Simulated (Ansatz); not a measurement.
CuO, single point

System: CuO, an experimental structure (space group C2/c, primitive cell doubled); the cell holds 8 atoms. Source: COD entry 9015714, which need not be the ambient phase.

Method: DFT, PBE, PAW, plane waves, scalar-relativistic in Ansatz development build ahead of 0.2.0.

The input:

```yaml
crystal:
  lattice:
    - [4.6791, -3.4805, 0.0]
    - [2.33955, 1.74025, 0.0]
    - [-0.7652, 0.0, 5.06078]
  atoms:
    - { symbol: Cu, position: [0.0, 0.5, 0.0], spin: 1.0 }
    - { symbol: Cu, position: [0.5, 0.5, 0.0], spin: 1.0 }
    - { symbol: Cu, position: [0.25, 0.0, 0.5], spin: 1.0 }
    - { symbol: Cu, position: [0.75, 0.0, 0.5], spin: 1.0 }
    - { symbol: O, position: [0.27385, 0.4523, 0.25] }
    - { symbol: O, position: [0.77385, 0.4523, 0.25] }
    - { symbol: O, position: [0.22615, 0.5477, 0.75] }
    - { symbol: O, position: [0.72615, 0.5477, 0.75] }
magnetization:
  spin_polarized: true
hamiltonian:
  xc: pbe
  pseudopotentials: { kind: paw }
basis:
  ecutwfc: 420
kpoints:
  mp_grid: { grid: [4, 7, 4] }
scf:
  occupations: { method: fermi_dirac, width: 0.05 }
  lower_state_search: "off"
output:
  forces: true
  stress: true
```

What the program printed (shortened):

```
Pseudopotentials: kind: paw
Pseudopotential: Cu, paw, valence charge 19, recommended cutoff 420 eV (normal), Cu.paw.azcp
Pseudopotential: O, paw, valence charge 6, recommended cutoff 420 eV (normal), O.paw.azcp
Functional definition: PBE
Crystal: 8 atoms, lattice volume = 82.418 Å³
Basis set: ecut = 420 eV, 1625 PW (Γ), exchange–correlation on 80×40×72 points (8 copies of the dense FFT grid, shifted against one another)
Bands: 63, of which v1, the nominal top of the filled ones, is band 50 counted from 1 (49 counted from 0)
Symmetry: 4 space group operations
Space group: C2/c (ITA 15), of the structure as read, at distance tolerance 4.4e-5 Å
Magnetic group: BNS 15.85 (UNI 92), of the structure as read, at distance tolerance 4.4e-5 Å
k-points: 58 of 112
Non-local potential: Cu, projectors of the file, l = 0: 3, l = 1: 2, l = 2: 3, l = 3: 1
Non-local potential: O, projectors of the file, l = 0: 2, l = 1: 2, l = 2: 1
Initial density: superposition of atomic densities (chi_scale 0.1, normalization cell, long waves kept (reshape's long-wave potential 0.00 eV rms))
Starting moments: Σ|m| = 4 μB on 4 of 8 sites
Initial wavefunctions: pseudopotential atomic-orbital guess
Functional: x = pbe(κ = 0.804, μ = 0.2195149727645171), c = pbe(β = 0.06672455060314922)
iter 1 solved again at ethr=5.36e-4 eV; its pass at ethr=3.10e-3 eV (dr2=5.36e-1 eV) is discarded
SCF iter   1: F=—  HF=-28763.597452 eV  |F-HF|=—  |Δ(HF+E_count)|=         —  Δρ=8.53e-2 (↑8.53e-2 ↓8.27e-2)  dr2=5.40e-1  dr2_m=4.78e0  M=1.137 μB ∫|m|=1.244 μB  β_m=0.30  ethr=5.36e-4  ⟨swp⟩=1.7  Hψ=31837  notcnv=0
preconditioner: auto → Kerker (q_TF=auto, 2.818 Å⁻¹)  [metal: Δε(μ)=0.019 eV  Ē_g=12.884 eV  σ=0.050 eV  W_gap=0.10  n_scr=36 (ndim 8)  ℏωp=33.7 eV  f_vac=0.000  D(μ)=5.10/eV (n_scr^D=50)]
spin=Collinear: Kerker preconditioning applied to the charge; magnetization (m = ρ↑ − ρ↓) channel mixes plain (no charge-response kernel on spin).
SCF iter   2: F=—  HF=-28764.109603 eV  |F-HF|=—  |Δ(HF+E_count)|=   5.12e-1  Δρ=6.87e-2 (↑6.87e-2 ↓5.44e-2)  dr2=3.65e-1  dr2_m=2.56e0  M=1.068 μB ∫|m|=1.170 μB  β_m=0.30  ethr=5.36e-4  ⟨swp⟩=2.3  Hψ=9907  notcnv=0
SCF iter   3: F=—  HF=-28764.420457 eV  |F-HF|=—  |Δ(HF+E_count)|=   3.11e-1  Δρ=5.27e-2 (↑5.27e-2 ↓4.08e-2)  dr2=2.19e-1  dr2_m=1.49e0  M=0.946 μB ∫|m|=1.041 μB  β_m=0.30  ethr=3.65e-4  ⟨swp⟩=2.0  Hψ=8951  notcnv=0  defer=256
SCF iter   4: F=—  HF=-28764.688628 eV  |F-HF|=—  |Δ(HF+E_count)|=   2.68e-1  Δρ=3.73e-2 (↑3.73e-2 ↓2.91e-2)  dr2=6.13e-2  dr2_m=8.28e-1  M=0.877 μB ∫|m|=0.967 μB  β_m=0.30  ethr=2.19e-4  ⟨swp⟩=2.2  Hψ=11595  notcnv=0  defer=349
SCF iter   5: F=—  HF=-28764.725340 eV  |F-HF|=—  |Δ(HF+E_count)|=   3.67e-2  Δρ=2.82e-2 (↑2.82e-2 ↓2.48e-2)  dr2=1.59e-2  dr2_m=5.29e-1  M=0.762 μB ∫|m|=0.846 μB  β_m=0.30  ethr=6.13e-5  ⟨swp⟩=1.5  Hψ=8714  notcnv=0  defer=380
SCF iter   6: F=—  HF=-28764.750477 eV  |F-HF|=—  |Δ(HF+E_count)|=   2.51e-2  Δρ=2.13e-2 (↑2.13e-2 ↓2.12e-2)  dr2=3.44e-3  dr2_m=3.40e-1  M=0.667 μB ∫|m|=0.745 μB  β_m=0.30  ethr=1.59e-5  ⟨swp⟩=1.6  Hψ=7569  notcnv=0  defer=383
SCF iter   7: F=—  HF=-28764.774184 eV  |F-HF|=—  |Δ(HF+E_count)|=   2.37e-2  Δρ=1.75e-2 (↑1.66e-2 ↓1.75e-2)  dr2=5.19e-4  dr2_m=2.20e-1  M=0.590 μB ∫|m|=0.661 μB  β_m=0.30  ethr=3.44e-6  ⟨swp⟩=2.0  Hψ=13304  notcnv=0  defer=383
SCF iter   8: F=—  HF=-28764.786990 eV  |F-HF|=—  |Δ(HF+E_count)|=   1.28e-2  Δρ=1.47e-2 (↑1.29e-2 ↓1.47e-2)  dr2=1.79e-3  dr2_m=1.44e-1  M=0.523 μB ∫|m|=0.588 μB  β_m=0.30  ethr=5.19e-7  ⟨swp⟩=1.5  Hψ=9625  notcnv=0  defer=383
[... 5 iterations left out ...]
SCF iter  14: F=—  HF=-28764.819412 eV  |F-HF|=—  |Δ(HF+E_count)|=   7.86e-5  Δρ=1.01e-3 (↑9.22e-4 ↓1.01e-3)  dr2=1.10e-3  dr2_m=3.49e-4  M=0.072 μB ∫|m|=0.083 μB  β_m=0.60  ethr=4.42e-8  ⟨swp⟩=2.8  Hψ=14075  notcnv=0  defer=652
SCF iter  15: F=—  HF=-28764.819570 eV  |F-HF|=—  |Δ(HF+E_count)|=   1.58e-4  Δρ=6.07e-4 (↑6.07e-4 ↓5.00e-4)  dr2=1.63e-4  dr2_m=1.72e-4  M=0.049 μB ∫|m|=0.057 μB  β_m=0.69  ethr=4.42e-8  ⟨swp⟩=2.1  Hψ=12655  notcnv=0  defer=652
SCF iter  16: F=—  HF=-28764.819738 eV  |F-HF|=—  |Δ(HF+E_count)|=   1.68e-4  Δρ=1.06e-4 (↑9.34e-5 ↓1.06e-4)  dr2=2.06e-6  dr2_m=6.93e-6  M=0.004 μB ∫|m|=0.009 μB  β_m=0.85  ethr=4.42e-8  ⟨swp⟩=2.0  Hψ=12652  notcnv=0  defer=652
SCF iter  17: F=—  HF=-28764.819720 eV  |F-HF|=—  |Δ(HF+E_count)|=   1.73e-5  Δρ=3.79e-5 (↑3.31e-5 ↓3.79e-5)  dr2=6.98e-7  dr2_m=7.42e-7  M=-0.000 μB ∫|m|=0.006 μB  β_m=0.92  ethr=2.06e-9  ⟨swp⟩=2.0  Hψ=10764  notcnv=0  defer=652
SCF iter  18: F=—  HF=-28764.819721 eV  |F-HF|=—  |Δ(HF+E_count)|=   3.44e-7  Δρ=3.03e-5 (↑1.23e-5 ↓3.03e-5)  dr2=3.92e-7  dr2_m=2.70e-7  M=0.000 μB ∫|m|=0.005 μB  β_m=0.96  ethr=6.98e-10  ⟨swp⟩=2.0  Hψ=11239  notcnv=0  defer=652
SCF iter  19: F=—  HF=-28764.819721 eV  |F-HF|=—  |Δ(HF+E_count)|=   8.86e-8  Δρ=2.14e-5 (↑2.14e-5 ↓1.23e-5)  dr2=7.95e-8  dr2_m=1.99e-7  M=0.000 μB ∫|m|=0.004 μB  β_m=0.98  ethr=1.00e-10  ⟨swp⟩=2.5  Hψ=24974  notcnv=0
SCF iter  20: F=—  HF=-28764.819721 eV  |F-HF|=—  |Δ(HF+E_count)|=   4.08e-7  Δρ=2.12e-5 (↑2.12e-5 ↓1.11e-5)  dr2=6.89e-7  dr2_m=2.09e-8  M=0.000 μB ∫|m|=0.002 μB  β_m=0.85  ethr=7.95e-11  ⟨swp⟩=3.9  Hψ=23657  notcnv=0
iter 21 did not close the SCF: its close was put off for a magnetic moment that had not settled (scf_convergence_deferred on its scf_iter line)
SCF iter  21: F=-28764.819721 eV  HF=-28764.819721 eV  |F-HF|=3.99e-8  |Δ(HF+E_count)|=   2.06e-8  Δρ=6.28e-6 (↑5.11e-6 ↓6.28e-6)  dr2=6.54e-8  dr2_m=1.97e-9  M=-0.000 μB ∫|m|=0.000 μB  β_m=0.92  ethr=7.95e-11  ⟨swp⟩=2.1  Hψ=24025  notcnv=0
iter 22 did not close the SCF: its close was put off for a magnetic moment that had not settled (scf_convergence_deferred on its scf_iter line)
SCF iter  22: F=-28764.819721 eV  HF=-28764.819721 eV  |F-HF|=1.46e-8  |Δ(HF+E_count)|=  3.71e-10  Δρ=2.82e-6 (↑2.56e-6 ↓2.82e-6)  dr2=1.62e-8  dr2_m=1.82e-10  M=-0.000 μB ∫|m|=0.000 μB  β_m=0.95  ethr=6.54e-11  ⟨swp⟩=2.0  Hψ=19997  notcnv=0
SCF iter  23: F=-28764.819721 eV  HF=-28764.819721 eV  |F-HF|=1.69e-8  |Δ(HF+E_count)|=  4.84e-10  Δρ=2.76e-6 (↑2.76e-6 ↓2.39e-6)  dr2=1.48e-8  dr2_m=5.95e-11  M=0.000 μB ∫|m|=0.000 μB  ethr=1.62e-11  ⟨swp⟩=1.9  Hψ=19647  notcnv=0
WARN: the starting moments were not kept: the SCF closed with an absolute magnetisation of 2.6e-5 μB, where they sum to 4 μB in size (4 sites). That is at most 0.1 of that sum. Measured as dr2_m measures the in/out step, that magnetisation stands 4.6e-10 eV from none, at or under the dr2_threshold of 1.0e-7 eV: it is no larger than a step whose dr2_m would equal this threshold. The system may hold no moment; this SCF shows only that its start led to no more than that. [...]
SCF 1 converged in 23 iterations: F = -28764.819721 eV  dr2 = 1.48e-8
  greatest PAW one-centre occupation: 1.000 electrons in one spin orbital (limit 2), on the Cu atom at site 3 (counted from 0), in its partial waves of l = 0
SCF converged after 23 iterations
Magnetization: 0.0000 μB (50.0000 up, 50.0000 down)
Absolute magnetization: 0.0000 μB (∫|ρ↑−ρ↓|, with the PAW one-centre terms)
Spin contamination: 0.0000 ħ² per cell (⟨S²⟩ above its minimum at these occupations)
Per-site moments (μB) at R_I (Å): [(7.6359e-6, 0.7861), (7.6359e-6, 0.7861), (4.1269e-7, 0.7861), (4.1269e-7, 0.7861), (1.9811e-6, 0.7861), (1.9811e-6, 0.7861), (1.9811e-6, 0.7861), (1.9811e-6, 0.7861)]
Free energy (F): -28764.819721 eV
Harris-Foulkes:  -28764.819721 eV  (|F-HF|=1.69e-8)
Internal energy: -28764.787844 eV  (E = F + TS)
E sigma→0 (E₀):  -28764.803782 eV
Entropy (-TS):   -0.031877 eV (-3.985 meV/atom)
Fermi energy:    12.043311 eV
--- Per-component energies (eV) ---
  E_band       = -1738.472307
  E_kinetic    = 1887.014458
  E_local      = -19550.895391  (includes V_loc(G=0)·N_el)
  E_nonlocal   = 1755.488044
  E_hartree    = 8469.491933
  E_xc         = -648.268351
  E_vxc        = -832.222427  (∫ρ·V_xc dr)
  E_paw        = -7277.147498  (= ΣΔE_a)
  E_vpaw       = -1936.864367  (= ΣTr[D̂ρ^β])
  E_aug_tail   = 0.010743  (compensation charges beyond the density's cutoff)
  E_ewald      = -13400.481782
  E_smearing   = -0.031877  (= −TS)
  E_closure    = 0.000000  (closes the sum)
  Σ components = -28764.819721   (vs F -28764.819721, Δ=0.00e0)
--- Forces (eV/Å), atoms counted from 1 ---
  atom   1  Cu    -0.00000000     0.00000000     0.00000000
  atom   2  Cu    -0.00000000     0.00000000     0.00000000
  atom   3  Cu     0.00000000     0.00000000     0.00000000
  atom   4  Cu     0.00000000     0.00000000     0.00000000
  atom   5  O      0.00183608    -0.17410751    -0.00315481
  atom   6  O      0.00183608    -0.17410751    -0.00315481
  atom   7  O     -0.00183608     0.17410751     0.00315481
  atom   8  O     -0.00183608     0.17410751     0.00315481
  max |Σ_I F_I| component: 2.78e-17 eV/Å
--- Stress (GPa, compression-positive) ---
        4.394349       0.013630       2.356456
        0.013631       8.244210       0.006278
        2.356455       0.006278       7.870779
  P = ⅓ Tr σ = 6.8364 GPa (68.364 kbar)
```

A semilocal functional without U tends to delocalise d and f electrons, and can give a metal where the real compound is an insulator. The program warns that the starting moments weren't kept.

The run took 34 s on 2 threads of x86-64 server CPU, on a shared host, peak memory 0.71 GiB.
